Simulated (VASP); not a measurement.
# GaP (F-43m) in VASP: notebook

One crystal, GaP, is run at these levels: PBE; tasks: G0W0 quasiparticle levels.

Program: VASP 6.6.1. These are calculated values, not measurements. Logs are shortened: lines on timing, memory, paths and dates and some standing lists are left out, and cuts for length are marked.

### Step 1. The structure

It takes space group F-43m (No. 216, cubic). Conventional cell: a = 5.451 Å, b = 5.451 Å, c = 5.451 Å, α = 90.00°, β = 90.00°, γ = 90.00°. Around Ga (site symmetry -43m) lie 4 P at 2.36 Å. P (site symmetry -43m) has 4 Ga at 2.36 Å as nearest neighbours.

### Step 2. G0W0 quasiparticle levels, PBE

Input file POSCAR:

```
GaP
1.0
    0.0000000000      2.7252500000      2.7252500000
    2.7252500000      0.0000000000      2.7252500000
    2.7252500000      2.7252500000      0.0000000000
Ga P
1 1
Direct
    0.0000000000      0.0000000000      0.0000000000
    0.7500000000      0.7500000000      0.7500000000
```

Input file INCAR.step1:

```
SYSTEM = GaP
PREC     = Accurate       ! precision mode
ENCUT    = 450            ! plane-wave cutoff, eV
EDIFF    = 1E-8           ! SCF threshold, eV
ISMEAR   = 0              ! smearing method
SIGMA    = 0.01           ! smearing width, eV
LREAL    = .False.        ! projectors in reciprocal space
LASPH    = .True.         ! aspherical terms in the spheres
NELM     = 80             ! most SCF steps
ALGO     = Normal         ! electronic algorithm
LWAVE    = .True.         ! write WAVECAR
LCHARG   = .False.        ! write CHGCAR
GGA      = PE             ! functional
```

Input file INCAR.step2:

```
SYSTEM = GaP
PREC     = Accurate       ! precision mode
ENCUT    = 450            ! plane-wave cutoff, eV
EDIFF    = 1E-8           ! SCF threshold, eV
ISMEAR   = 0              ! smearing method
SIGMA    = 0.01           ! smearing width, eV
LREAL    = .False.        ! projectors in reciprocal space
LASPH    = .True.         ! aspherical terms in the spheres
NELM     = 1              ! most SCF steps
ALGO     = Exact          ! electronic algorithm
LWAVE    = .True.         ! write WAVECAR
LCHARG   = .False.        ! write CHGCAR
GGA      = PE             ! functional
NBANDS   = 170            ! bands
LOPTICS  = .True.         ! frequency-dependent dielectric function
ISTART   = 1
```

Input file INCAR.step3:

```
SYSTEM = GaP
PREC     = Accurate       ! precision mode
ENCUT    = 450            ! plane-wave cutoff, eV
EDIFF    = 1E-8           ! SCF threshold, eV
ISMEAR   = 0              ! smearing method
SIGMA    = 0.01           ! smearing width, eV
LREAL    = .False.        ! projectors in reciprocal space
LASPH    = .True.         ! aspherical terms in the spheres
ALGO     = EVGW0          ! electronic algorithm
LWAVE    = .False.        ! write WAVECAR
LCHARG   = .False.        ! write CHGCAR
GGA      = PE             ! functional
NELMGW   = 1            
NBANDS   = 170            ! bands
ENCUTGW  = 200            ! cutoff of the response function
NOMEGA   = 48             ! frequency points
PRECFOCK = Fast         
ISTART   = 1            
NBANDSGW = 17
```

Input file KPOINTS:

```
Automatic mesh
0
Gamma
  4 4 4
  0 0 0
```

Potentials or basis: VASP PAW PBE potentials, release 64 (Ga_d_GW, P_GW).

On the command line:

```bash
cat potpaw_PBE.64/Ga_d_GW/POTCAR potpaw_PBE.64/P_GW/POTCAR > POTCAR
cp INCAR.step1 INCAR
mpirun -np 1 vasp_std > vasp.out
cp INCAR.step2 INCAR
mpirun -np 1 vasp_std > vasp.out
cp INCAR.step3 INCAR
mpirun -np 1 vasp_std > vasp.out
```

OUTCAR:

```text
SYSTEM = GaP
   PREC = Accurate
   ENCUT = 450
   EDIFF = 1E-8
   ISMEAR = 0
   LREAL = .False.
   LASPH = .True.
   GGA = PE
   NELMGW = 1
   ENCUTGW = 200
   PRECFOCK = Fast
   ISTART = 1

 Found      8 irreducible k-points:

 Following reciprocal coordinates:
            Coordinates               Weight
  0.000000  0.000000  0.000000      1.000000
  0.250000  0.000000  0.000000      8.000000
  0.500000  0.000000  0.000000      4.000000
  0.250000  0.250000  0.000000      6.000000
  0.500000  0.250000  0.000000     24.000000
 -0.250000  0.250000  0.000000     12.000000
   k-points           NKPTS =      8   k-points in BZ     NKDIM =     64   number of bands    NBANDS=    170
   number of dos      NEDOS =    301   number of ions     NIONS =      2
   total plane-waves  NPLWV =  21952
   dimension x,y,z NGX =    28 NGY =   28 NGZ =   28
   dimension x,y,z NGXF=    56 NGYF=   56 NGZF=   56
   ions per type =               1   1
   NGX,Y,Z   is equivalent  to a cutoff of  12.08, 12.08, 12.08 a.u.
   NGXF,Y,Z  is equivalent  to a cutoff of  24.16, 24.16, 24.16 a.u.
 SYSTEM =  GaP
   PREC   = accura    normal or accurate (medium, high low for compatibility)
   ISTART =      1    job   : 0-new  1-cont  2-samecut
   ICHARG =      0    charge: 1-file 2-atom 10-const
   ISPIN  =      1    spin polarized calculation?
   LNONCOLLINEAR =      F non collinear calculations
   LSORBIT =      F    spin-orbit coupling
   LASPH  =      T    aspherical Exc in radial PAW
   ENCUT  =  450.0 eV  33.07 Ry    5.75 a.u.   6.67  6.67  6.67*2*pi/ulx,y,z
   NELM   =     60;   NELMIN=  2; NELMDL=  0     # of ELM steps
   EDIFF  = 0.1E-07   stopping-criterion for ELM
   LREAL  =      F    real-space projection
   EDIFFG = 0.1E-06   stopping-criterion for IOM
   NSW    =      0    number of steps for IOM
   IBRION =     -1    ionic relax: 0-MD 1-quasi-New 2-CG
   NFREE  =      0    steps in history (QN), initial steepest desc. (CG)
   ISIF   =      0    stress and relaxation
   ISYM   =      3    0-nonsym 1-usesym 2-fastsym
   POTIM  = 0.5000    time-step for ionic-motion
   TEBEG  =    0.0;   TEEND  =   0.0 temperature during run
   PSTRESS=    0.0 pullay stress
   NELECT =      18.0000    total number of electrons
   NUPDOWN=      -1.0000    fix difference up-down
   EMIN   =  10.00;   EMAX   =-10.00  energy-range for DOS
   EFERMI =   0.00;   METHOD = LEGACY
   ISMEAR =     0;   SIGMA  =   0.01  broadening in eV -4-tet -1-fermi 0-gaus
   EFERMI_NEDOS =   21; number of points for ismear=-14 and -15
   IALGO  =     38    algorithm
   IMIX   =      4    mixing-type and parameters
     AMIX     =   0.40;   BMIX     =  1.00
     AMIX_MAG =   1.60;   BMIX_MAG =  1.00
  volume/ion in A,a.u.               =      20.24       136.59
  Fermi-wavevector in a.u.,A,eV,Ry     =   1.249538  2.361284 21.243377  1.561344
  Thomas-Fermi vector in A             =   2.383574
   LORBIT       =      0    0 simple, 1 ext, 2 COOP (PROOUT), +10 PAW based schemes
   GGA     = PE    functional components
   LHFCALC =     T    Hartree Fock is set to
   PRECFOCK=fast      Normal, Fast or Accurate (Low or Medium for compatibility)
   ENCUT4O =  -1.0   cutoff for four orbital integrals eV
   NKREDX  =     1    reduce k-point grid by
   NKREDY  =     1    reduce k-point grid by
   NKREDZ  =     1    reduce k-point grid by
   AEXX    =    1.0000 exact exchange contribution
   HFSCREEN=    0.0000 screening length (either q_TF or 0.3 A-1)
   HFSCREENC=   0.0000 screening length for correlation (either q_TF or 0.3 A-1)
   ENCUTFOCK=  -1.0 apply spherical cutoff to Coloumb kernel
   IVDW    =     0    specifies the selected vdW correction
   LEPSILON=     F    determine dielectric tensor
   LRPA    =     F    only Hartree local field effects (RPA)
   LRPAFORCE           =     F    calculate RPA forces
   ENCUTGW             = 200.0    cutoff for response function in eV
   ENCUTGWSOFT         = 160.0    soft cutoff for Coulomb kernel in GW response function in eV
   ENCUTLF             =  -1.0    cutoff for local field effects
   NELMGW              =     1    number of iterations in solving QP/BSE equation
   NELMHF              =     1    number of iterations in the inner HF iteration
   NKREDLFX            =     1    NKREDLFY  =   1   NKREDLFZ  =   1
 non-spin polarized calculation
 Gauss-broadening in eV      SIGMA  =   0.01
  energy-cutoff  :      450.00
  volume of cell :       40.48
 maximum number of plane-waves:       893
 NGX is ok and might be reduce to    28
  NGX = 16; NGY = 16; NGZ = 16
   NGX = 13   NGY = 13   NGZ = 13
 maximum number of plane-waves:       268

 QP shifts <psi_nk| G(iteration)W_0 |psi_nk>: iteration 1
 for sc-GW calculations column KS-energies equals QP-energies in previous step
 and V_xc(KS)=  KS-energies - (<T + V_ion + V_H > + <T+V_H+V_ion>^1  + <V_x>^1)

 k-point   1 :       0.0000    0.0000    0.0000
  band No.  KS-energies  QP-energies   sigma(KS)   V_xc(KS)     V^pw_x(r,r')   Z            occupation Imag(sigma)

      1     -10.1875     -12.3686     -24.8736     -21.6820     -35.0065       0.6834       2.0000       0.2388
      2     -10.1875     -12.3686     -24.8736     -21.6820     -35.0065       0.6834       2.0000       0.2388
      3     -10.1875     -12.3686     -24.8736     -21.6820     -35.0065       0.6834       2.0000       0.2388
      4     -10.0895     -12.2997     -25.0320     -21.8046     -35.1401       0.6848       2.0000       0.2011
      5     -10.0895     -12.2997     -25.0320     -21.8046     -35.1401       0.6848       2.0000       0.2011
      6      -8.0950      -8.6632     -12.2332     -11.3612     -18.6679       0.6516       2.0000       1.0233
[... 9 lines left out ...]
     16      14.1112      14.3297     -10.5374     -10.8309      -5.0050       0.7443       0.0000      -0.2575
     17      16.8233      16.6818      -8.4120      -8.2236      -2.4419       0.7513       0.0000      -0.4907

 k-point   2 :       0.2500    0.0000    0.0000
  band No.  KS-energies  QP-energies   sigma(KS)   V_xc(KS)     V^pw_x(r,r')   Z            occupation Imag(sigma)

      1     -10.2303     -12.3667     -24.5953     -21.4605     -34.6785       0.6815       2.0000       0.2590
      2     -10.1729     -12.3579     -24.9035     -21.7093     -35.0402       0.6841       2.0000       0.2374
      3     -10.1729     -12.3579     -24.9035     -21.7093     -35.0402       0.6841       2.0000       0.2374
      4     -10.0883     -12.3036     -25.0326     -21.8067     -35.1446       0.6867       2.0000       0.2012
      5     -10.0883     -12.3036     -25.0326     -21.8067     -35.1446       0.6867       2.0000       0.2012
      6      -7.3192      -7.9253     -12.6331     -11.7329     -18.8636       0.6733       2.0000       0.9552
[... 9 lines left out ...]
     16      14.3166      14.1481      -8.1267      -7.9052      -2.4759       0.7606       0.0000      -0.3358
     17      17.4821      17.4482      -9.1208      -9.0756      -2.9315       0.7494       0.0000      -0.5504

 k-point   3 :       0.5000    0.0000    0.0000
  band No.  KS-energies  QP-energies   sigma(KS)   V_xc(KS)     V^pw_x(r,r')   Z            occupation Imag(sigma)

      1     -10.2674     -12.3733     -24.4185     -21.3210     -34.4730       0.6799       2.0000       0.2733
      2     -10.1630     -12.3495     -24.9180     -21.7216     -35.0527       0.6840       2.0000       0.2353
      3     -10.1630     -12.3495     -24.9180     -21.7216     -35.0527       0.6840       2.0000       0.2353
      4     -10.0822     -12.3011     -25.0479     -21.8246     -35.1706       0.6884       2.0000       0.2030
      5     -10.0822     -12.3011     -25.0479     -21.8246     -35.1706       0.6884       2.0000       0.2030
      6      -6.0259      -6.6540     -13.3526     -12.4495     -19.2284       0.6955       2.0000       0.8103
[... 9 lines left out ...]
     16      16.0030      16.2067     -10.6582     -10.9302      -4.3569       0.7490       0.0000      -0.4862
     17      17.9675      17.9801     -10.3850     -10.4018      -3.9528       0.7507       0.0000      -0.6869

 k-point   4 :       0.2500    0.2500    0.0000
  band No.  KS-energies  QP-energies   sigma(KS)   V_xc(KS)     V^pw_x(r,r')   Z            occupation Imag(sigma)

      1     -10.2534     -12.3804     -24.5470     -21.4233     -34.6264       0.6809       2.0000       0.2625
      2     -10.1560     -12.3500     -24.9436     -21.7446     -35.0877       0.6858       2.0000       0.2360
      3     -10.1560     -12.3500     -24.9436     -21.7446     -35.0877       0.6858       2.0000       0.2360
      4     -10.1056     -12.2998     -24.9765     -21.7567     -35.0756       0.6815       2.0000       0.2032
      5     -10.0787     -12.3010     -25.0508     -21.8251     -35.1690       0.6889       2.0000       0.2005
      6      -7.0576      -7.6593     -12.6783     -11.7859     -18.8213       0.6743       2.0000       0.9302
[... 9 lines left out ...]
     16      17.0962      17.1229      -9.1998      -9.2350      -2.9831       0.7597       0.0000      -0.5388
     17      18.9883      18.8532      -8.9786      -8.7995      -2.6365       0.7546       0.0000      -0.7221

 k-point   5 :       0.5000    0.2500    0.0000
  band No.  KS-energies  QP-energies   sigma(KS)   V_xc(KS)     V^pw_x(r,r')   Z            occupation Imag(sigma)

      1     -10.2787     -12.3793     -24.4265     -21.3332     -34.4910       0.6791       2.0000       0.2737
      2     -10.1491     -12.3497     -24.9472     -21.7452     -35.0858       0.6873       2.0000       0.2322
      3     -10.1413     -12.3463     -24.9711     -21.7718     -35.1191       0.6892       2.0000       0.2344
      4     -10.1041     -12.3077     -24.9842     -21.7653     -35.0902       0.6846       2.0000       0.2042
      5     -10.0770     -12.3043     -25.0528     -21.8297     -35.1758       0.6911       2.0000       0.2010
      6      -5.7031      -6.3157     -13.3127     -12.4268     -19.0610       0.6915       2.0000       0.7674
[... 9 lines left out ...]
     16      17.5457      17.7607     -10.9896     -11.2792      -4.2473       0.7421       0.0000      -0.6583
     17      18.0984      18.0223      -8.8095      -8.7082      -2.6648       0.7510       0.0000      -0.5600

 k-point   6 :      -0.2500    0.2500    0.0000
  band No.  KS-energies  QP-energies   sigma(KS)   V_xc(KS)     V^pw_x(r,r')   Z            occupation Imag(sigma)

      1     -10.2621     -12.3725     -24.4602     -21.3593     -34.5281       0.6806       2.0000       0.2721
      2     -10.1588     -12.3507     -24.9299     -21.7284     -35.0644       0.6846       2.0000       0.2327
      3     -10.1541     -12.3484     -24.9457     -21.7493     -35.0917       0.6865       2.0000       0.2369
      4     -10.0909     -12.2987     -25.0206     -21.7972     -35.1319       0.6849       2.0000       0.2012
      5     -10.0877     -12.3045     -25.0275     -21.8038     -35.1428       0.6877       2.0000       0.2023
      6      -6.2140      -6.8274     -13.0857     -12.1883     -18.9822       0.6836       2.0000       0.8256
[... 9 lines left out ...]
     16      17.6647      17.8275     -10.7853     -11.0028      -4.1112       0.7487       0.0000      -0.6458
     17      17.9832      17.9694      -9.0197      -9.0014      -2.8025       0.7508       0.0000      -0.5544

 [... further k-points ...]
```

It took 3 min on 1 thread of Intel Xeon Platinum 8488C (Sapphire Rapids), shared host; peak memory 0.44 GiB.

These settings aren't checked as converged: the numbers below hold their error.

What came out:

```
Band gap on the k mesh, mean-field level : 1.63 eV, indirect (least direct gap 1.82 eV)
Quasiparticle gap                        : 2.15 eV
Least direct quasiparticle gap           : 2.72 eV
```

Caveat: the k mesh is coarse (spacing up to 0.50 Å⁻¹), so the values aren't converged; bands, screening cutoff and mesh are small and nothing is extrapolated, so the quasiparticle values aren't converged.

(Part 1 of 4 ends here.)
